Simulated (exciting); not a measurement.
# CuAu3 (Pm-3m) in exciting: band structure with PBEsol+TS

Aim: the band structure of CuAu3 with PBEsol+TS.

Everything below comes from runs of exciting (release sodium). Logs are shortened: lines on timing, memory, paths and dates and some standing lists are left out, and cuts for length are marked.

### Step 1. The cell of the first run

Symmetry: Pm-3m, No. 221, cubic system. Conventional cell: a = 3.814 Å, b = 3.814 Å, c = 3.814 Å, α = 90.00°, β = 90.00°, γ = 90.00°. Au (site symmetry 4/mmm) has 8 Au at 2.70 Å and 4 Cu at 2.70 Å as nearest neighbours. Around Cu (site symmetry m-3m) lie 12 Au at 2.70 Å.

### Step 2. Band structure, PBEsol+TS (volume scaled by 0.88)

Contents of run_exciting.py:

```python
import subprocess
import xml.etree.ElementTree as ET
from ase.io import read
from ase.units import Bohr

atoms = read("CuAu3.cif")
rmt = {'Au': 2.3, 'Cu': 2.0}  # bohr
tasks = """
<groundstate do="fromscratch" ngridk="7 7 7" rgkmax="8" gmaxvr="14" lmaxapw="10" lmaxmat="10" lmaxvr="8" xctype="GGA_PBE_SOL" stype="Gaussian" swidth="0.00183747" nempty="30" ValenceRelativity="iora*" epsengy="1e-05" epspot="1e-05" maxscl="60" outputlevel="high"/>
<properties>
  <bandstructure>
    <plot1d>
      <path steps="120">
        <point coord="0 0 0" label="G"/>
        <point coord="0 0.5 0" label="X"/>
        <point coord="0.5 0.5 0" label="M"/>
        <point coord="0 0 0" label="G"/>
        <point coord="0.5 0.5 0.5" label="R"/>
        <point coord="0 0.5 0" label="X" breakafter="true"/>
        <point coord="0.5 0.5 0" label="M"/>
        <point coord="0.5 0.5 0.5" label="R"/>
      </path>
    </plot1d>
  </bandstructure>
  <dos nwdos="300" winddos="-0.6 0.5" inttype="tetra" ngrdos="100" nsmdos="1"/>
  <TSvdW/>
</properties>
"""

root = ET.Element("input")
ET.SubElement(root, "title").text = "CuAu3"
structure = ET.SubElement(root, "structure", speciespath="./", tshift="false")
crystal = ET.SubElement(structure, "crystal", scale="1.0")
for vector in atoms.cell / Bohr:
    ET.SubElement(crystal, "basevect").text = " ".join(f"{x:.12f}" for x in vector)
symbols = atoms.get_chemical_symbols()
for element in dict.fromkeys(symbols):
    species = ET.SubElement(structure, "species", speciesfile=element + ".xml", rmt=str(rmt[element]))
    for symbol, position in zip(symbols, atoms.get_scaled_positions(wrap=False)):
        if symbol == element:
            ET.SubElement(species, "atom", coord=" ".join(f"{x:.12f}" for x in position))
root.extend(ET.fromstring("<tasks>" + tasks + "</tasks>"))
ET.indent(root)
ET.ElementTree(root).write("input.xml")
subprocess.run(["exciting_smp"], check=True)
```

Contents of CuAu3.cif:

```cif
data_CuAu3
_cell_length_a 3.81397021
_cell_length_b 3.81397021
_cell_length_c 3.81397021
_cell_angle_alpha 90.00000000
_cell_angle_beta 90.00000000
_cell_angle_gamma 90.00000000
_space_group_name_H-M_alt 'P1'
_space_group_name_Hall 'P 1'
_space_group_IT_number 1
loop_
_space_group_symop_operation_xyz
'x,y,z'
loop_
_atom_site_label
_atom_site_type_symbol
_atom_site_symmetry_multiplicity
_atom_site_Wyckoff_symbol
_atom_site_fract_x
_atom_site_fract_y
_atom_site_fract_z
_atom_site_occupancy
Au1 Au 1 a 0.5000000000 0.5000000000 0.0000000000 1
Au2 Au 1 a 0.5000000000 0.0000000000 0.5000000000 1
Au3 Au 1 a 0.0000000000 0.5000000000 0.5000000000 1
Cu1 Cu 1 a 0.0000000000 0.0000000000 0.0000000000 1
```

Potentials or basis: all-electron LAPW+lo, shipped species files, valence relativity iora*.

On the command line:

```bash
$ OMP_NUM_THREADS=1 python run_exciting.py
```

Log:

```text
================================================================================
EXCITING SODIUM started
[... 10 lines left out ...]

 Lattice vectors (cartesian) :
      7.2073591490      0.0000000000      0.0000000000
      0.0000000000      7.2073591490      0.0000000000
      0.0000000000      0.0000000000      7.2073591490

 Reciprocal lattice vectors (cartesian) :
      0.8717735827      0.0000000000      0.0000000000
      0.0000000000      0.8717735827      0.0000000000
      0.0000000000      0.0000000000      0.8717735827

 Unit cell volume                           :     374.3936650440
 Brillouin zone volume                      :       0.6625384898

 Species :    1 (Au)
     parameters loaded from                 :    Au.xml
     name                                   :    gold
     nuclear charge                         :     -79.00000000
     electronic charge                      :      79.00000000
     atomic mass                            :  359048.05590000
     muffin-tin radius                      :       2.30000000
     # of radial points in muffin-tin       :     450

     atomic positions (lattice) :
       1 :   0.50000000  0.50000000  0.00000000
       2 :   0.50000000  0.00000000  0.50000000
       3 :   0.00000000  0.50000000  0.50000000

 Species :    2 (Cu)
     parameters loaded from                 :    Cu.xml
     name                                   :    copper
     nuclear charge                         :     -29.00000000
     electronic charge                      :      29.00000000
     atomic mass                            :  115837.27170000
     muffin-tin radius                      :       2.00000000
     # of radial points in muffin-tin       :     350

     atomic positions (lattice) :
       1 :   0.00000000  0.00000000  0.00000000

 Total number of atoms per unit cell        :       4

 Spin treatment                             :    spin-unpolarised

 Number of Bravais lattice symmetries       :      48
 Number of crystal symmetries               :      48

 k-point grid                               :       7    7    7
 Total number of k-points                   :      20
 k-point set is reduced with crystal symmetries

 R^MT_min * |G+k|_max (rgkmax)              :       8.00000000
 Species with R^MT_min                      :       2 (Cu)
 Maximum |G+k| for APW functions            :       4.00000000
 Maximum |G| for potential and density      :      14.00000000
 Polynomial order for pseudochg. density    :       9

 G-vector grid sizes                        :      36    36    36
 Total number of G-vectors                  :   17269

 Maximum angular momentum used for
     APW functions                          :      10
     computing H and O matrix elements      :      10
     potential and density                  :       8
     inner part of muffin-tin               :       2

 Total nuclear charge                       :    -266.00000000
 Total electronic charge                    :     266.00000000
 Total core charge                          :     156.00000000
 Total valence charge                       :     110.00000000

 Effective Wigner radius, r_s               :       0.69521545

 Number of empty states                     :      30
 Total number of valence states             :      86

 Maximum Hamiltonian size                   :     527
 Maximum number of plane-waves              :     437
 Total number of local-orbitals             :      90

 Exchange-correlation type                  :      22
     PBEsol, Phys. Rev. Lett. 100, 136406 (2008)
     Generalised gradient approximation (GGA)

 Smearing scheme                            :    Gaussian
 Smearing width                             :       0.00183747

[... 7 lines left out ...]
* Groundstate module started                                                   *
********************************************************************************
 Output level for this task is set to high

++++++++++++++++++++++++++++++++++++++++++++++++++++++++++++++++++++++++++++++++
[... 5 lines left out ...]
+ SCF iteration number :    1                                                  +
++++++++++++++++++++++++++++++++++++++++++++++++++++++++++++++++++++++++++++++++
 Total energy                               :    -58713.17582254
 _______________________________________________________________
 Fermi energy                               :         0.52479687
 Kinetic energy                             :     67364.53727230
 Coulomb energy                             :   -124931.97262181
 Exchange energy                            :     -1127.76216680
 Correlation energy                         :       -17.97830624
 Sum of eigenvalues                         :    -36020.63229646
 Effective potential energy                 :   -103385.16956876
 Coulomb potential energy                   :   -101876.28983691
 xc potential energy                        :     -1508.87973185
 Hartree energy                             :     18288.11120391
 Electron-nuclear energy                    :   -138452.51224473
 Nuclear-nuclear energy                     :     -4767.57158099
 Madelung energy                            :    -73993.82770335
 Core-electron kinetic energy               :         0.00000000

 DOS at Fermi energy (states/Ha/cell)       :        50.34609248

 Electron charges :
     core                                   :       156.00000000
     core leakage                           :         0.00624588
     valence                                :       110.00000000
     interstitial                           :         8.56321157
     charge in muffin-tin spheres :
                  atom     1    Au          :        76.75416943
                  atom     2    Au          :        76.75416943
                  atom     3    Au          :        76.75416943
                  atom     4    Cu          :        27.17428015
     total charge in muffin-tins            :       257.43678843
     total charge                           :       266.00000000
[... 333 lines left out ...]
 DOS at Fermi energy (states/Ha/cell)       :        71.45610051

 Electron charges :
     core                                   :       156.00000000
     core leakage                           :         0.00584124
     valence                                :       110.00000000
     interstitial                           :         7.85313764
     charge in muffin-tin spheres :
                  atom     1    Au          :        76.91901585
                  atom     2    Au          :        76.91901585
                  atom     3    Au          :        76.91901585
                  atom     4    Cu          :        27.38981481
     total charge in muffin-tins            :       258.14686236
     total charge                           :       266.00000000

 RMS change in effective potential (target) :  0.409870E-03  ( 0.100000E-04)
 Absolute change in total energy   (target) :  0.344145      ( 0.100000E-04)
 Charge distance                   (target) :  0.316460E-04  ( 0.100000E-04)

++++++++++++++++++++++++++++++++++++++++++++++++++++++++++++++++++++++++++++++++
[... 5 further cycles ...]
+ SCF iteration number :   16                                                  +
++++++++++++++++++++++++++++++++++++++++++++++++++++++++++++++++++++++++++++++++
 Total energy                               :    -58781.60140107
 _______________________________________________________________
 Fermi energy                               :         0.47616672
 Kinetic energy                             :     67320.94044972
 Coulomb energy                             :   -124955.36643711
 Exchange energy                            :     -1129.18938116
 Correlation energy                         :       -17.98603252
 Sum of eigenvalues                         :    -36045.78416507
 Effective potential energy                 :   -103366.72461479
 Coulomb potential energy                   :   -101855.94212550
 xc potential energy                        :     -1510.78248929
 Hartree energy                             :     18331.85273062
 Electron-nuclear energy                    :   -138519.64758674
 Nuclear-nuclear energy                     :     -4767.57158099
 Madelung energy                            :    -74027.39537436
 Core-electron kinetic energy               :         0.00000000

 DOS at Fermi energy (states/Ha/cell)       :        71.50617408

 Electron charges :
     core                                   :       156.00000000
     core leakage                           :         0.00584126
     valence                                :       110.00000000
     interstitial                           :         7.85329334
     charge in muffin-tin spheres :
                  atom     1    Au          :        76.91907149
                  atom     2    Au          :        76.91907149
                  atom     3    Au          :        76.91907149
                  atom     4    Cu          :        27.38949219
     total charge in muffin-tins            :       258.14670666
     total charge                           :       266.00000000
[... 337 lines left out ...]
 DOS at Fermi energy (states/Ha/cell)       :        71.51205908

 Electron charges :
     core                                   :       156.00000000
     core leakage                           :         0.00584124
     valence                                :       110.00000000
     interstitial                           :         7.85328574
     charge in muffin-tin spheres :
                  atom     1    Au          :        76.91908354
                  atom     2    Au          :        76.91908354
                  atom     3    Au          :        76.91908354
                  atom     4    Cu          :        27.38946364
     total charge in muffin-tins            :       258.14671426
     total charge                           :       266.00000000

 RMS change in effective potential (target) :  0.809113E-09  ( 0.100000E-04)
 Absolute change in total energy   (target) :  0.227799E-05  ( 0.100000E-04)
 Charge distance                   (target) :  0.508150E-09  ( 0.100000E-04)

++++++++++++++++++++++++++++++++++++++++++++++++++++++++++++++++++++++++++++++++
| Convergency criteria checked for the last 2 iterations                       +
| Convergence targets achieved. Performing final SCF iteration                 +
++++++++++++++++++++++++++++++++++++++++++++++++++++++++++++++++++++++++++++++++
 Total energy                               :    -58781.64266808
 _______________________________________________________________
 Fermi energy                               :         0.47616646
 Kinetic energy                             :     67320.92973642
 Coulomb energy                             :   -124955.39589117
 Exchange energy                            :     -1129.19047309
 Correlation energy                         :       -17.98604023
 Sum of eigenvalues                         :    -36045.78710148
 Effective potential energy                 :   -103366.71683790
 Coulomb potential energy                   :   -101855.93288581
 xc potential energy                        :     -1510.78395209
 Hartree energy                             :     18331.89142438
 Electron-nuclear energy                    :   -138519.71573457
 Nuclear-nuclear energy                     :     -4767.57158099
 Madelung energy                            :    -74027.42944827
 Core-electron kinetic energy               :         0.00000000

 DOS at Fermi energy (states/Ha/cell)       :        71.51205658

 Electron charges :
     core                                   :       156.00000000
     core leakage                           :         0.00584124
     valence                                :       110.00000000
     interstitial                           :         7.85328574
     charge in muffin-tin spheres :
                  atom     1    Au          :        76.91908354
                  atom     2    Au          :        76.91908354
                  atom     3    Au          :        76.91908354
                  atom     4    Cu          :        27.38946364
     total charge in muffin-tins            :       258.14671426
     total charge                           :       266.00000000

++++++++++++++++++++++++++++++++++++++++++++++++++++++++++++++++++++++++++++++++
[... 9 lines left out ...]
| EXCITING SODIUM stopped                                                      =
================================================================================
```

Wall time 5.8 min (1 thread of AMD EPYC 7R43 (Zen 3), shared host); peak memory 0.2 GiB.

What came out:

* Band gap on the k mesh: none (metal or under the smearing width)
* All electrons inside the program's atomic spheres: Au 76.92; Cu 27.39 (radii Au 2.3, Cu 2.0 bohr)
* Dispersion energy per atom: -0.495 eV

Levels at the corners of the path, in eV from the Fermi level:
| point | band 52 | band 53 | band 54 | band 55 | band 56 | band 57 | band 58 | band 59 |
| --- | --- | --- | --- | --- | --- | --- | --- | --- |
| Γ | -1.59 | -1.59 | -1.59 | 0.53 | 0.53 | 0.53 | 7.03 | 7.03 |
| X | -2.59 | -2.28 | -1.69 | -1.59 | 5.73 | 6.29 | 6.29 | 6.48 |
| M | -2.62 | -2.62 | -0.87 | -0.25 | 0.06 | 0.06 | 8.87 | 9.61 |
| Γ | -1.59 | -1.59 | -1.59 | 0.53 | 0.53 | 0.53 | 7.03 | 7.03 |
| R | -1.87 | -1.87 | -1.83 | -1.79 | -1.79 | -1.79 | 3.68 | 3.68 |
| X | -2.59 | -2.28 | -1.69 | -1.59 | 5.73 | 6.29 | 6.29 | 6.48 |
| M | -2.62 | -2.62 | -0.87 | -0.25 | 0.06 | 0.06 | 8.87 | 9.61 |
| R | -1.87 | -1.87 | -1.83 | -1.79 | -1.79 | -1.79 | 3.68 | 3.68 |

States per cell in windows of 0.5 eV (zero at the Fermi level; states under -8 eV left out):
| from (eV) | total |
| --- | --- |
| -8.0 | 3.33 |
| -7.5 | 3.01 |
| -7.0 | 2.28 |
| -6.5 | 2.49 |
| -6.0 | 3.37 |
| -5.5 | 2.16 |
| -5.0 | 3.44 |
| -4.5 | 3.40 |
| -4.0 | 2.81 |
| -3.5 | 2.54 |
| -3.0 | 2.76 |
| -2.5 | 5.55 |
| -2.0 | 2.53 |
| -1.5 | 0.62 |
| -1.0 | 0.71 |
| -0.5 | 0.43 |
| 0.0 | 0.38 |
| 0.5 | 0.56 |
| 1.0 | 0.57 |
| 1.5 | 0.48 |
| 2.0 | 0.43 |
| 2.5 | 0.43 |
| 3.0 | 0.40 |
| 3.5 | 0.54 |
| 4.0 | 0.54 |
| 4.5 | 0.53 |
| 5.0 | 0.54 |
| 5.5 | 0.68 |
| 6.0 | 0.60 |
| 6.5 | 0.63 |
| 7.0 | 0.63 |
| 7.5 | 0.62 |

Caveat: the dispersion energy is computed afterwards and isn't part of the total energy; the tetrahedron DOS on this energy grid can lose part of the weight of narrow d or f bands; spin-orbit coupling is left out, which moves the levels of the heavy elements.
